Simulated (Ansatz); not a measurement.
# Convergence of Pt

```
CELL_PARAMETERS angstrom
0.00000 1.95790 1.95790
1.95790 0.00000 1.95790
1.95790 1.95790 0.00000
ATOMIC_POSITIONS crystal
Pt 0.00000 0.00000 0.00000
```

The conventional cell has a = 3.916 Å, b = 3.916 Å, c = 3.916 Å, α = 90.00°, β = 90.00°, γ = 90.00°. Pt (atom 1) is surrounded by 12 Pt at 2.77 Å.

The geometry is COD entry 9012957, unchecked; take it as a test cell. It is an old determination, and later ones may differ.

Spin–orbit coupling is left out, though it moves levels of the heavy atoms by tenths of an eV or more.

All numbers below come from Ansatz 0.2.0, DFT, PBE, all-electron LAPW, scalar-relativistic.

The runs use a Γ-centred 18×18×18 k mesh, Fermi–Dirac smearing of 0.03 eV, basis error target 0.25 meV/atom, no spin polarisation. One setting is then changed at a time.

```csv
LAPW cutoff (eV),free energy less the base's (meV/atom),P (GPa)
312 (base),0.0,11.38
120,?,?
260,0.2,11.38
320,0.0,11.38
400,0.0,11.37
```

(1) Fill in "free energy less the base's (meV/atom)" for the row "120".

(2) What belongs in the row "120", column "P (GPa)"?

## Answers

(1) 90.8.

(2) 12.45.
